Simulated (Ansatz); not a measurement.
Yb:

```xyz
1
Lattice="-2.1515 2.1515 2.1515 2.1515 -2.1515 2.1515 2.1515 2.1515 -2.1515" Properties=species:S:1:pos:R:3 pbc="T T T"
Yb    0.0000    0.0000    0.0000
```

This isn't the form of Yb at room conditions, which is fcc.

Alike in all runs: program Ansatz 0.2.0; functional PBE; potentials or basis Ansatz PAW; cutoff 420 eV (not typed: the program's choice for these potentials); k mesh 7 × 7 × 7; occupations fermi-dirac, width 0.05 eV.

**Question.** Only the start or the spin constraint differs. Which run ends lowest in energy?
A. collinear spin, ferromagnetic start of up to 1.2 μB; fixed moment 1.2
B. collinear spin, program default start; fixed moment 0
C. collinear spin, ferromagnetic start of up to 1 μB; fixed moment 1
D. collinear spin, ferromagnetic start of up to 0.2 μB; fixed moment 0.2
E. collinear spin, ferromagnetic start of up to 0.8 μB; fixed moment 0.8
F. collinear spin, ferromagnetic start of up to 0.5 μB; fixed moment 0.5

**Answer.** B.

```csv
start,free energy over the lowest (meV/atom),net moment (μB),site or absolute moments (μB),gap
"collinear spin, ferromagnetic start of up to 2 μB; fixed moment 2",828.8,2.00,Yb +1.18,-
"collinear spin, ferromagnetic start of up to 1 μB; fixed moment 1",205.7,1.00,Yb +0.57,-
"collinear spin, ferromagnetic start of up to 0.8 μB; fixed moment 0.8",139.4,0.80,Yb +0.46,-
"collinear spin, ferromagnetic start of up to 1.5 μB; fixed moment 1.5",463.8,1.50,Yb +0.87,-
"collinear spin, ferromagnetic start of up to 0.2 μB; fixed moment 0.2",12.3,0.20,Yb +0.12,-
"collinear spin, ferromagnetic start of up to 1.2 μB; fixed moment 1.2",294.7,1.20,Yb +0.69,-
"collinear spin, ferromagnetic start of up to 0.5 μB; fixed moment 0.5",62.5,0.50,Yb +0.29,-
"collinear spin, program default start; fixed moment 0",0.0,0.00,-,-
```

All polarised runs hold their moment fixed, so the table maps the energy against it. A still lower state may exist.

Caveats: spin-orbit coupling is left out, which moves the levels of the heavy elements; the total moment is fixed, so each spin has its own Fermi level.
